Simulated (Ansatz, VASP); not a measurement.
# Two plane-wave programs on Ta8H

```
Ta H
1.0
    -3.30998    3.30998    3.33378
     3.30998   -3.30998    3.33378
     3.30998    3.30998   -3.33378
Ta H
8 1
Direct
  0.99734 0.99125 0.99391
  0.00021 0.99831 0.50190
  0.99657 0.50266 0.99391
  0.99734 0.50343 0.50609
  0.49642 0.99831 0.99810
  0.50169 0.00358 0.50190
  0.50169 0.49979 0.99810
  0.50875 0.50266 0.50609
  0.12500 0.37500 0.25000
```

Alike in both runs: functional r2SCAN; k mesh 4 × 4 × 4; occupations gaussian, width 0.1 eV; no spin polarisation.

Ansatz relaxed the structure, and its values are those at the end. VASP's run is a single point on that final structure, the one shown.

|  | VASP | Ansatz |
| --- | --- | --- |
| version | VASP 6.6.1 | Ansatz 0.2.0 |
| potentials or method | VASP PAW PBE potentials, release 64 (Ta_pv, H) | scalar-relativistic, plane waves, PAW |
| plane-wave cutoff (eV) | 520 | 500 |
| valence electrons in the cell | 89 | 105 |

VASP gave:

```
gap on the k mesh at the Fermi level (eV) : none
pressure (GPa)                            : 0.6
rms of the force components (eV/Å)        : 0.012
```

**Question.** Which values does Ansatz return?

**Answer.** gap on the k mesh at the Fermi level (eV): none; pressure (GPa): -0.1; rms of the force components (eV/Å): 0.009.

A gap of «none» marks a metal or a gap that the smearing closes. The two sets of potentials don't hold the same shells in valence.

Caveats: the PAW data sets were made with another functional, which shifts forces and pressure a little (VASP). Spin-orbit coupling is left out, which matters for the levels of Ta.
